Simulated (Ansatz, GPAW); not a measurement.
# Si(111) with Br on 25 % of the top atoms and H on the rest: bands and core levels, part 2 of 2

What would XPS and angle-resolved spectra of Si(111) with Br on 25 % of the top atoms and H on the rest look like?

Ansatz 0.2.0 and GPAW 26.7.0; DFT, PBE, plane-wave PAW, default files, scalar-relativistic (the session's first sound run).

So far, gap on the k-mesh (eV): step 2 (relaxing the atoms) 1.11.

## 3. Bands by layer (continued)

This run's widths, added to any smearing of the DOS itself: Gaussian 0.2 eV, Lorentzian 0.05 eV plus 0.08 an eV of depth. Intensity against binding energy, zero at the valence-band maximum; values in % of the maximum within 13 eV:

| binding energy (eV) | 21.2 eV | 150 eV | 600 eV | 1486.7 eV | 8047.8 eV |
| --- | --- | --- | --- | --- | --- |
| -1 | 0.960 | 1.50 | 1.47 | 1.48 | 1.35 |
| 0 | 3.05 | 9.94 | 7.17 | 5.15 | 2.75 |
| 1 | 23.5 | 56.0 | 40.6 | 29.4 | 14.3 |
| 2 | 69.1 | 89.7 | 84.5 | 78.2 | 51.2 |
| 3 | 74.1 | 81.0 | 77.8 | 73.9 | 50.4 |
| 4 | 66.1 | 70.3 | 63.8 | 59.9 | 45.1 |
| 5 | 19.7 | 26.4 | 28.7 | 32.0 | 33.0 |
| 6 | 19.8 | 43.6 | 49.3 | 56.9 | 63.2 |
| 7 | 14.1 | 35.9 | 42.4 | 50.6 | 58.2 |
| 8 | 12.0 | 33.4 | 42.5 | 52.9 | 63.2 |
| 9 | 12.7 | 49.3 | 64.6 | 81.8 | 98.9 |
| 10 | 8.64 | 38.0 | 50.7 | 64.9 | 79.3 |
| 11 | 3.95 | 20.6 | 28.4 | 36.8 | 46.0 |
| 12 | - | 6.80 | 9.39 | 12.4 | 17.1 |
| 13 | - | 3.75 | 5.22 | 7.37 | 13.1 |
| 14 | - | 5.36 | 7.81 | 12.2 | 27.4 |
| 15 | - | 15.6 | 23.5 | 38.2 | 93.5 |
| 16 | - | 5.90 | 8.77 | 14.1 | 33.8 |

Maxima picked by a test of local sharpness, so broad peaks and shoulders can be missing; peaks within 0.45 eV of a curve's cut are left out. Valence peaks, by row:

| photon energy (eV) | binding energy (eV) | height (% of the maximum within 13 eV) | main shell | its share (%) |
| --- | --- | --- | --- | --- |
| 21.2 | 8.995 | 12.75 | H 1s | 40.99 |
| 21.2 | 8.195 | 12.65 | H 1s | 48.61 |
| 21.2 | 6.495 | 23.41 | H 1s | 47.75 |
| 21.2 | 5.395 | 26.39 | H 1s | 50.59 |
| 21.2 | 3.645 | 69.99 | H 1s | 44.03 |
| 21.2 | 2.545 | 100 | Br 4p | 76.06 |
| 21.2 | 1.595 | 66.14 | Br 4p | 69.9 |
| 21.2 | 0.4446 | 7.271 | Si 3p | 46.72 |
| 150 | 15.09 | 15.98 | Br 4s | 85.71 |
| 150 | 9.045 | 49.63 | Si 3s | 74 |
| 150 | 6.545 | 58.99 | Si 3s | 52.02 |
| 150 | 5.945 | 43.85 | Si 3s | 49.5 |
| 150 | 3.445 | 80.78 | Si 3p | 77.45 |
| 150 | 2.245 | 97.06 | Si 3p | 79.94 |
| 150 | 1.645 | 100 | Si 3p | 85.22 |
| 150 | 0.3946 | 28.26 | Si 3p | 95.79 |
| 600 | 15.09 | 23.98 | Br 4s | 90.2 |
| 600 | 9.095 | 65.24 | Si 3s | 86.4 |
| 600 | 7.295 | 41.73 | Si 3s | 77.55 |
| 600 | 6.545 | 67.23 | Si 3s | 70.47 |
| 600 | 5.945 | 49.47 | Si 3s | 67.43 |
| 600 | 2.495 | 100 | Br 4p | 45.29 |
| 600 | 1.645 | 87.35 | Si 3p | 60.01 |
| 600 | 0.3946 | 19.2 | Si 3p | 86.33 |
| 1487 | 15.09 | 39.11 | Br 4s | 93.24 |
| 1487 | 9.095 | 82.66 | Si 3s | 92.18 |
| 1487 | 7.295 | 50.67 | Si 3s | 86.14 |
| 1487 | 6.545 | 78.32 | Si 3s | 81.98 |
| 1487 | 5.945 | 57.14 | Si 3s | 78.93 |
| 1487 | 2.495 | 100 | Br 4p | 62.6 |
| 1487 | 1.645 | 76.33 | Br 4p | 48.75 |
| 1487 | 0.3946 | 12.58 | Si 3p | 71.29 |
| 8048 | 15.09 | 95.75 | Br 4s | 97.06 |
| 8048 | 9.095 | 100 | Si 3s | 94.66 |
| 8048 | 7.295 | 59.1 | Si 3s | 91.52 |
| 8048 | 6.545 | 88.33 | Si 3s | 90.54 |
| 8048 | 3.545 | 52.03 | Si 3s | 51.03 |
| 8048 | 2.495 | 69.15 | Br 4p | 69.81 |
| 8048 | 1.645 | 47.64 | Br 4p | 60.23 |

The planar mean, electrostatic potential oscillates, so the rows of the table below give means over windows of 1 Å about each position, cut where the curve ends. Its maxima inside the range that stand out by 2 % of the span (Å: eV): 10.5: 2.12, 13.6: 2.11, 16.8: 2.56. Its minima: 8.8: -11.3, 12.0: -11.3, 15.1: -11.5, 17.6: 1.54.

From the valence-band maximum. Planar mean, electrostatic potential against z; means over each step:

| z (Å) | planar mean, electrostatic potential (eV) |
| --- | --- |
| 0 | 4.87 |
| 1 | 4.73 |
| 2 | 4.68 |
| 3 | 4.68 |
| 4 | 4.68 |
| 5 | 4.67 |
| 6 | 4.48 |
| 7 | 2.62 |
| 8 | -3.93 |
| 9 | -10.0 |
| 10 | -0.931 |
| 11 | -2.41 |
| 12 | -10.2 |
| 13 | -2.50 |
| 14 | -0.872 |
| 15 | -10.1 |
| 16 | -4.00 |
| 17 | 2.01 |
| 18 | 2.34 |
| 19 | 4.84 |
| 20 | 5.14 |
| 21 | 5.16 |
| 22 | 5.16 |
| 23 | 5.16 |
| 24 | 5.07 |

Shapes are the site's partial DOS without matrix elements, which overweights lines from ligand s bands. Table of intensity by emission energy less the core level's binding energy, zero at the valence-band maximum; read off at these points; 7 of 10 lines; values in % of the unpolarised maximum:

| emission energy less the core level's binding energy (eV) | Br K-beta valence | Br K-beta valence, E along x | Br K-beta valence, E along y | Br K-beta valence, E along z | Br L3-N1 | Si K-beta | Si K-beta, E along x |
| --- | --- | --- | --- | --- | --- | --- | --- |
| -16.50 | 1.63 | 1.43 | 1.43 | 2.02 | 40.7 | 0.645 | 0.537 |
| -16.00 | 1.78 | 1.54 | 1.54 | 2.27 | 62.6 | 0.809 | 0.614 |
| -15.50 | 1.95 | 1.66 | 1.66 | 2.54 | 89.3 | 1.06 | 0.715 |
| -15.00 | 2.12 | 1.79 | 1.79 | 2.79 | 99.2 | 1.22 | 0.818 |
| -14.50 | 2.30 | 1.94 | 1.94 | 3.02 | 79.4 | 1.18 | 0.907 |
| -14.00 | 2.50 | 2.12 | 2.12 | 3.28 | 53.2 | 1.17 | 1.03 |
| -13.50 | 2.75 | 2.32 | 2.32 | 3.61 | 34.9 | 1.28 | 1.22 |
| -13.00 | 3.05 | 2.54 | 2.54 | 4.05 | 23.8 | 1.52 | 1.50 |
| -12.50 | 3.42 | 2.80 | 2.80 | 4.64 | 17.2 | 1.93 | 1.95 |
| -12.00 | 3.88 | 3.11 | 3.11 | 5.43 | 13.2 | 2.67 | 2.74 |
| -11.50 | 4.46 | 3.47 | 3.47 | 6.44 | 10.8 | 4.03 | 4.18 |
| -11.00 | 5.17 | 3.89 | 3.89 | 7.74 | 9.42 | 6.18 | 6.49 |
| -10.50 | 6.05 | 4.40 | 4.40 | 9.35 | 8.69 | 8.95 | 9.53 |
| -10.00 | 7.10 | 5.01 | 5.01 | 11.3 | 8.28 | 11.8 | 12.6 |
| -9.50 | 8.35 | 5.74 | 5.74 | 13.5 | 7.97 | 14.6 | 15.9 |
| -9.00 | 9.82 | 6.65 | 6.65 | 16.2 | 7.59 | 15.8 | 17.4 |
| -8.50 | 11.6 | 7.79 | 7.79 | 19.2 | 7.07 | 15.2 | 16.9 |
| -8.00 | 13.7 | 9.24 | 9.24 | 22.7 | 6.55 | 14.8 | 16.2 |
| -7.50 | 16.4 | 11.1 | 11.1 | 27.1 | 6.12 | 16.6 | 17.4 |
| -7.00 | 19.9 | 13.6 | 13.6 | 32.5 | 6.00 | 22.3 | 21.5 |
| -6.50 | 24.3 | 17.0 | 17.0 | 38.9 | 6.09 | 30.6 | 28.0 |
| -6.00 | 29.9 | 21.7 | 21.7 | 46.3 | 5.88 | 28.4 | 27.0 |
| -5.50 | 37.1 | 28.5 | 28.5 | 54.2 | 5.71 | 25.8 | 22.9 |
| -5.00 | 46.4 | 38.4 | 38.4 | 62.4 | 5.09 | 26.2 | 23.6 |
| -4.50 | 58.5 | 52.7 | 52.7 | 70.0 | 4.59 | 39.0 | 36.0 |
| -4.07 | 70.3 | 69.0 | 69.0 | 73.1 | 4.37 | 63.5 | 56.8 |
| -4.00 | 72.3 | 72.0 | 72.0 | 73.0 | 4.29 | 66.5 | 59.4 |
| -3.50 | 85.8 | 94.7 | 94.7 | 68.2 | 3.36 | 79.7 | 75.6 |
| -3.00 | 96.4 | 116 | 116 | 58.1 | 2.44 | 88.1 | 84.8 |
| -2.57 | 100.0 | 126 | 126 | 48.5 | 1.93 | 96.3 | 96.5 |
| -2.50 | 99.9 | 126 | 126 | 47.1 | 1.87 | 97.4 | 99.3 |
| -2.37 | 99.2 | 127 | 127 | 44.4 | 1.78 | 99.1 | 104 |
| -2.00 | 93.1 | 121 | 121 | 37.6 | 1.57 | 99.6 | 104 |
| -1.50 | 78.0 | 102 | 102 | 30.0 | 1.36 | 93.5 | 91.9 |
| -1.00 | 59.7 | 77.9 | 77.9 | 23.4 | 1.15 | 64.7 | 71.1 |
| -0.50 | 43.5 | 56.3 | 56.3 | 17.8 | 0.963 | 35.7 | 45.0 |
| 0.00 | 31.4 | 40.3 | 40.3 | 13.6 | 0.841 | 18.3 | 23.2 |
| 0.50 | 23.2 | 29.5 | 29.5 | 10.6 | 0.755 | 7.97 | 9.24 |
| 1.00 | 17.6 | 22.2 | 22.2 | 8.50 | 0.687 | 4.76 | 5.23 |

Sums over each group's atoms; left-over states aren't shared out by site. Site centres, by row:

| group | element | shell | occupied states | centre of occupied part (eV) | centre up to the window's top (eV) |
| --- | --- | --- | --- | --- | --- |
| adsorbate | Br | 4s | 1.865 | -14.37 | -13.6 |
| adsorbate | Br | 4p | 5.295 | -3.064 | -2.564 |
| adsorbate | H | 1s | 3.08 | -4.748 | -2.652 |
| layer 1 | Si | 3s | 4.649 | -8.119 | -5.105 |
| layer 1 | Si | 3p | 10.65 | -3.895 | -1.278 |
| layer 2 | Si | 3s | 4.736 | -7.849 | -4.85 |
| layer 2 | Si | 3p | 11.21 | -3.611 | -1.229 |
| layer 3 | Si | 3s | 4.738 | -7.852 | -4.867 |
| layer 3 | Si | 3p | 11.13 | -3.67 | -1.241 |
| middle | Si | 3s | 4.731 | -7.863 | -4.857 |
| middle | Si | 3p | 11.13 | -3.673 | -1.239 |
| other layers | Si | 3s | 9.303 | -7.997 | -5.007 |
| other layers | Si | 3p | 22.05 | -3.636 | -1.211 |
| other layers | H | 1s | 4.166 | -5.084 | -2.971 |

Broadened DOS, unweighted empty DOS against E, zero at the valence-band maximum; read off at these points:

E (eV), broadened DOS, unweighted empty DOS (states/eV/cell) and a bar:
```
    -0.97        0.0 
    -0.87        0.0 
    -0.67        0.0 
    -0.57        0.0 
    -0.47        0.0 
    -0.27        0.0 
    -0.17        0.0 
    -0.07        0.0 
     0.03        0.0 
     0.13        0.0 
     0.23        0.0 
     0.43        0.0 
     0.53        0.1 
     0.63        0.2 
     0.83        0.9 #
     0.93        1.7 ##
     1.03        2.5 ###
     1.23        3.7 #####
     1.33        3.9 #####
     1.43        4.1 #####
     1.63        6.4 ########
     1.73        8.6 ###########
     1.83       10.8 ##############
     2.03       13.5 ##################
     2.13       13.7 ##################
     2.23       13.7 ##################
     2.43       14.7 ###################
     2.53       15.8 #####################
     2.63       16.8 ######################
     2.83       18.2 ########################
     2.93       18.5 ########################
     3.13       18.9 #########################
     3.23       19.4 #########################
     3.33       20.2 ##########################
     3.53       21.3 ############################
     3.63       20.8 ###########################
     3.73       19.8 ##########################
     3.93       20.1 ##########################
     4.03       23.0 ##############################
```

The spectra weight each projected shell by its atomic cross section (Dirac–Hartree–Slater) and angular factor, for linear light with the analyser at 30° from the polarisation. Broadening, on top of any smearing of the DOS itself: a Gaussian of 0.2 eV and a Lorentzian of 0.05 eV plus 0.08 times the binding energy (full widths), Fermi edge at 300 K. Each atom is damped by exp[−depth/(λ cos θ)], θ = 0° from the normal, λ from the universal curve. Curves are cut 10 eV under the photon energy, above any shell that the free atom's threshold puts out of reach, or at the lower edge of the window: 11.2 eV at 21.2 eV, 17 eV at 150 eV, 17 eV at 600 eV, 17 eV at 1486.7 eV and 17 eV at 8047.8 eV. Dipole terms alone, which is rough above 3 keV; no background, satellites or final-state effects.

How the area divides among the shells (%):

| shell | 21.2 eV | 150 eV | 600 eV | 1486.7 eV | 8047.8 eV |
| --- | --- | --- | --- | --- | --- |
| Br 4s | 0.0 | 4.9 | 7.2 | 10.8 | 24.4 |
| Br 4p | 51.0 | 5.6 | 15.7 | 19.3 | 13.2 |
| H 1s | 29.4 | 1.3 | 0.2 | 0.1 | 0.0 |
| Si 3s | 7.0 | 32.0 | 45.2 | 54.5 | 59.8 |
| Si 3p | 12.6 | 56.1 | 31.7 | 15.3 | 2.6 |

Regions along c: top from 15.2 to 21.8 Å, middle from 9.8 to 15.0 Å, bottom from 3.0 to 9.7 Å.

States with weight above 0.08 nearest the zero at Γ of the zone, within the window kept, -7.4 to 4.9 eV (levels that the program groups as degenerate share a row):

| E (eV) | weight, total | weight, top | weight, middle | weight, bottom |
| --- | --- | --- | --- | --- |
| -2.62 | 0.14 | 0.13 | 0.00 | 0.00 |
| -2.37 | 0.08 | 0.08 | 0.00 | 0.00 |
| -1.71 | 0.09 | 0.08 | 0.00 | 0.00 |
| -1.24 | 0.97 | 0.18 | 0.55 | 0.22 |
| -0.85 | 1.99 | 0.16 | 1.43 | 0.33 |
| -0.44 | 1.98 | 0.44 | 0.56 | 0.85 |
| 0.00 | 1.99 | 0.31 | 1.01 | 0.59 |
| 1.85 | 0.92 | 0.11 | 0.60 | 0.18 |
| 2.19 | 0.96 | 0.22 | 0.32 | 0.38 |
| 2.54 | 0.95 | 0.11 | 0.56 | 0.26 |

The largest force component on a free atom is 0.002 eV/Å, so the atoms are at rest for these settings too.

## 4. GPAW: core holes

This step: DFT, PBE, PAW datasets of GPAW, plane waves, scalar-relativistic (GPAW 26.7.0).

Core holes in GPAW use datasets generated with one core electron removed, a separate route to the same levels.

run.py

```python
import json
import numpy as np
from ase import Atoms
from ase.parallel import paropen
from gpaw import GPAW, PW, FermiDirac, Mixer, MixerDif, setup_paths

setup_paths.insert(0, '.')
atoms = Atoms(['Br', 'H', 'H', 'H', 'Si', 'Si', 'Si', 'Si', 'Si', 'Si', 'Si', 'Si', 'Si', 'Si', 'Si', 'Si', 'Si', 'Si', 'Si', 'Si', 'Si', 'Si', 'Si', 'Si', 'Si', 'Si', 'Si', 'Si', 'H', 'H', 'H', 'H'],
              cell=[[7.67918, 0.0, 0.0], [3.83959, 6.650365, 0.0], [0.0, 0.0, 24.773777]],
              scaled_positions=[[0.0, -0.0, 0.71755], [0.50046, -0.000921, 0.688425], [-0.000921, 0.50046, 0.688425], [0.50046, 0.50046, 0.688425], [-0.0, 0.0, 0.62582], [0.499708, 0.000584, 0.627824], [0.000584, 0.499708, 0.627824], [0.499708, 0.499708, 0.627824], [0.832354, 0.335292, 0.596076], [0.333333, 0.333333, 0.596313], [0.832354, 0.832354, 0.596076], [0.335292, 0.832354, 0.596076], [0.833393, 0.333213, 0.500616], [0.333333, 0.333333, 0.500926], [0.833393, 0.833393, 0.500616], [0.333213, 0.833393, 0.500616], [0.166777, 0.166777, 0.468445], [0.666446, 0.166777, 0.468445], [0.166777, 0.666446, 0.468445], [0.666667, 0.666667, 0.468362], [0.166667, 0.166667, 0.373127], [0.666667, 0.166667, 0.373127], [0.166667, 0.666667, 0.373127], [0.666667, 0.666667, 0.373127], [0.0, 0.0, 0.34149], [0.5, 0.0, 0.34149], [-0.0, 0.5, 0.34149], [0.5, 0.5, 0.34149], [0.0, 0.0, 0.282557], [0.5, 0.0, 0.282557], [-0.0, 0.5, 0.282557], [0.5, 0.5, 0.282557]],
              pbc=(True, True, False))
params = dict(mode=PW(500),
              xc='PBE',
              kpts={'size': (3, 3, 1), 'gamma': True},
              occupations=FermiDirac(0.02),
              nbands=-23,
              maxiter=200,
              txt='gs.txt',
              mixer=Mixer(0.05, 8, 80),
              poissonsolver={'dipolelayer': 'xy'})
atoms.calc = calc = GPAW(**params)
atoms.get_potential_energy()
ef = calc.get_fermi_level()
nk, ns = len(calc.get_ibz_k_points()), calc.get_number_of_spins()
out = dict(free=atoms.get_potential_energy(force_consistent=True), ef=ef, nel=calc.get_number_of_electrons(), cell=atoms.cell[:], frac=atoms.get_scaled_positions(wrap=False),
           eig=[[calc.get_eigenvalues(k, s) for k in range(nk)] for s in range(ns)], forces=atoms.get_forces(apply_constraint=False))
out['v'] = calc.get_electrostatic_potential().mean(axis=(0, 1))
out['site_potential'] = calc.get_atomic_electrostatic_potentials()
e0 = out['free'] + calc.get_reference_energy()
out['levels'] = {}
for i in [0, 4, 7, 8]:
    hole = atoms.copy()
    hole.calc = GPAW(**{**params, 'charge': -1, 'txt': f'hole{i}.txt', 'setups': {**params.get('setups', {}), i: 'hole' + params.get('setups', {}).get(atoms[i].symbol, '')}})
    out['levels'][i] = hole.get_potential_energy(force_consistent=True) + hole.calc.get_reference_energy() - e0
    with paropen('out.json', 'w') as f:
        json.dump(out, f, default=lambda a: a.tolist())
```

Launch:

```console
gpaw-setup -f PBE Br > setup.log
gpaw-setup -f PBE H > setup.log
gpaw-setup -f PBE Si > setup.log
gpaw-setup -f PBE --core-hole=3d,1.0 --name=hole Br > setup.log
gpaw-setup -f PBE --core-hole=2p,1.0 --name=hole Si > setup.log
OMP_NUM_THREADS=1 mpirun -n 8 gpaw python run.py > run.log
```

Run time: 8.9 min. Hardware: 8 MPI ranks of Arm Neoverse V2, shared host.

Numbers from this step:

```
free energy                                                         : -154.9253 eV
Fermi energy                                                        : -0.2956 eV
gap on the k-mesh                                                   : 1.107 eV
ionisation potential, upper face                                    : 5.155 eV
upper vacuum level less the lowest empty level (Kohn–Sham affinity) : 4.049 eV
ionisation potential, lower face                                    : 4.675 eV
```

From the valence-band maximum. The planar mean, electrostatic potential by z:

| z (Å) | planar mean, electrostatic potential (eV) |
| --- | --- |
| 0.0 | 4.92 |
| 0.5 | 4.68 |
| 1.0 | 4.68 |
| 1.5 | 4.68 |
| 2.0 | 4.68 |
| 2.5 | 4.68 |
| 3.0 | 4.68 |
| 3.5 | 4.67 |
| 4.0 | 4.67 |
| 4.5 | 4.67 |
| 5.0 | 4.67 |
| 5.5 | 4.65 |
| 6.0 | 4.54 |
| 6.5 | 4.02 |
| 7.0 | 2.36 |
| 7.5 | 1.82 |
| 8.0 | -3.94 |
| 8.5 | -11.3 |
| 9.0 | -11.6 |
| 9.5 | -7.60 |
| 10.0 | 0.0681 |
| 10.5 | 2.04 |
| 11.0 | -1.72 |
| 11.5 | -9.91 |
| 12.0 | -11.4 |
| 12.5 | -10.0 |
| 13.0 | -1.84 |
| 13.5 | 2.03 |
| 14.0 | 0.160 |
| 14.5 | -7.45 |
| 15.0 | -11.8 |
| 15.5 | -11.4 |
| 16.0 | -4.02 |
| 16.5 | 1.88 |
| 17.0 | 2.25 |
| 17.5 | 1.33 |
| 18.0 | 1.64 |
| 18.5 | 4.15 |
| 19.0 | 4.96 |
| 19.5 | 5.12 |
| 20.0 | 5.15 |
| 20.5 | 5.15 |
| 21.0 | 5.16 |
| 21.5 | 5.16 |
| 22.0 | 5.16 |
| 22.5 | 5.16 |
| 23.0 | 5.16 |
| 23.5 | 5.16 |
| 24.0 | 5.16 |
| 24.5 | 5.09 |

Levels are total-energy differences with one electron taken from the core. The electron stays in the lowest empty state, so these are excitation energies, not binding energies. The hole's nearest image is 7.7 Å away, and the holes carry no spin, so absolute levels are rough.

| atom | region | shell | level (eV) | shift (eV) | j lines (eV) | doubts |
| --- | --- | --- | --- | --- | --- | --- |
| Br1 | adsorbate | 3d | 70.08 | - | - | - |
| Si5 | layer 1 | 2p | 101.52 | +0.67 | - | - |
| Si8 | layer 1 | 2p | 100.98 | +0.13 | - | - |
| Si9 | layer 2 | 2p | 100.84 | +0.00 | - | - |

Levels of p, d and f shells are means over their two j lines, weighted by degeneracy; the splitting comes from the atom's own solve. Shifts count from the last listed atom of each element. With the electron kept in the cell, its attraction to the hole differs by site and enters these shifts.

The Si 2p lines of the listed atoms alone (other atoms of the cell aren't counted), as Gaussians 0.3 eV wide, no depth weighting. Table of intensity by Si 2p level; read off at these points:

| Si 2p level (eV) | intensity (%) |
| --- | --- |
| 100.3 | 0.00628 |
| 100.4 | 0.133 |
| 100.5 | 1.53 |
| 100.6 | 9.78 |
| 100.7 | 35.3 |
| 100.8 | 75.4 |
| 100.9 | 99.6 |
| 101.0 | 83.8 |
| 101.1 | 44.4 |
| 101.2 | 16.5 |
| 101.3 | 16.2 |
| 101.4 | 38.2 |
| 101.5 | 56.8 |
| 101.6 | 46.1 |
| 101.7 | 20.2 |
| 101.8 | 4.77 |
| 101.9 | 0.614 |
| 102.0 | 0.0423 |
| 102.1 | 0.00160 |

## 5. The programs side by side

Each program ran the same cell and functional with its own potentials and basis. Levels are from each run's zero of energy.

| quantity | Ansatz | GPAW |
| --- | --- | --- |
| ionisation potential, upper face (eV) | 5.16 | 5.16 |
| level at K (eV) | -2.20 | - |
| level at K (eV) | -2.15 | - |
| level at K (eV) | 2.15 | - |
| level at K (eV) | 2.54 | - |
| level at Γ (eV) | -1.24 | - |
| level at Γ (eV) | -0.85 | - |
| level at Γ (eV) | -0.44 | - |
| level at Γ (eV) | 0.00 | - |
| level at M (eV) | -1.71 | - |
| level at M (eV) | -1.26 | - |
| level at M (eV) | 1.13 | - |
| level at M (eV) | 1.74 | - |

## 6. Summary of results

| Item | Value |
| --- | --- |
| ionisation potential | 5.16 eV (upper face; lower face 4.68 eV) |
| electron affinity (Kohn–Sham) | 4.05 eV (slab's lowest empty level against the upper vacuum) |
| Si core shifts among the listed atoms, from the last listed one | +0.00 to +0.67 eV |

The valence top of Si(111) with Br on 25 % of the top atoms and H on the rest lies 5.16 eV (upper face; lower face 4.68 eV) below the vacuum and the lowest empty level 4.05 eV below the vacuum of the upper face. Only the strongest levels a point were stored, too few to count surface states. The upper face's value lies 0.48 eV above that of the hydrogen-covered lower face; the difference is the dipole step of the groups. Core shifts: Si +0.00 to +0.67 eV. Among the sites run, the most bound Si 2p level is that of Si5 (layer 1), bonded to 3 Si and 1 Br; the least bound, 0.67 eV shallower, that of Si9 (layer 2), bonded to 4 Si. That is the order that electronegative neighbours give as a rule, though screening of the hole enters too. These are excitation energies with the electron kept in the cell, so its attraction to the hole, which differs by site, enters the order. At 21.2 eV the valence spectrum has its highest listed peaks within 10.8 eV at 1.6 eV (Br 4p), 2.5 eV (Br 4p), 3.6 eV (mixed, H 1s leading) and 5.4 eV (H 1s). At 1486.7 eV the valence spectrum has its highest listed peaks within 13 eV at 1.6 eV (mixed, Br 4p leading), 2.5 eV (Br 4p), 5.9 eV (Si 3s), 6.5 eV (Si 3s) and 9.1 eV (Si 3s). The shell named is the one with most of the intensity, cross sections included, not always the one with most states there. In the main run, from 1486.7 eV towards hard X-rays the Br 4s share grows by 14 points, as its cross section falls more slowly with photon energy than those of the shells it gains on. The plane-wave programs agree on the ionisation potential, upper face to 0.01 eV. The spectra rest on a 3×3×1 mesh, so closely spaced maxima can be ripples of the mesh. The slab's own atoms span 7.1 Å, so bulk bands appear as a few quantum-well levels, and states of the two faces can mix. The affinity uses the Kohn–Sham gap, which is too small, so the true affinity is lower and the true ionisation potential usually higher.

[Logs are printed without paths, hosts, clocks, repeated set-up lines and the standing remarks that a program may print on its own settings, such as how far it seeks lower states.]

[Hosts, paths, dates, database ids (printed as entryN), source tags and the programs' standing remarks are cut or masked in the printed files.]

[Maps of the electrostatic potential energy from Ansatz leave out the sawtooth potential of an applied field or a dipole correction, so their vacuum need not be flat; work functions include it.]
